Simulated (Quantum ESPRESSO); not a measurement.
**Cu: single point with PBE**

The system is Cu.

```xyz
1
Lattice="-0.0044 1.7884 1.8385 1.8229 -0.0175 1.8516 1.7828 1.7614 0.0226" Properties=species:S:1:pos:R:3 pbc="T T T"
Cu    0.0000    0.0000    0.0000
```

```
Program             : Quantum ESPRESSO 7.5
Task                : single point
Functional          : PBE
Potentials or basis : SSSP 1.3 efficiency PBE
Cutoff              : 748 eV
Density cutoff      : 5987 eV
k mesh              : 13 × 12 × 13
Occupations         : fermi-dirac, width 0.05 eV
Spin                : no spin polarisation
Mixing beta         : 0.5
Most SCF iterations : 120
SCF threshold       : 2e-10 Ry
```

The pressure is 1.5 GPa. The band gap on the k mesh is none (metal or under the smearing width).

Stress tensor (GPa, compression positive):
```
 1.92  2.19 -0.99
 2.19  2.26 -0.96
-0.99 -0.96  0.41
```

Levels at points of the mesh, in eV from the Fermi level:
| k point | band 2 | band 3 | band 4 | band 5 | band 6 | band 7 | band 8 | band 9 | band 10 | band 11 |
| --- | --- | --- | --- | --- | --- | --- | --- | --- | --- | --- |
| (0.00, 0.00, 0.00) | -3.13 | -3.05 | -2.91 | -2.25 | -2.13 | 22.75 | 24.64 | 25.18 | 26.27 | 27.07 |
| (0.00, -0.50, 0.00) | -3.15 | -2.95 | -1.66 | -1.60 | -1.23 | 3.47 | 21.12 | 22.49 | 23.00 | 24.91 |

It took 64 s on 1 thread of Intel(R) Xeon(R) Platinum 8488C (Sapphire Rapids) (shared host), peak memory 0.17 GiB.
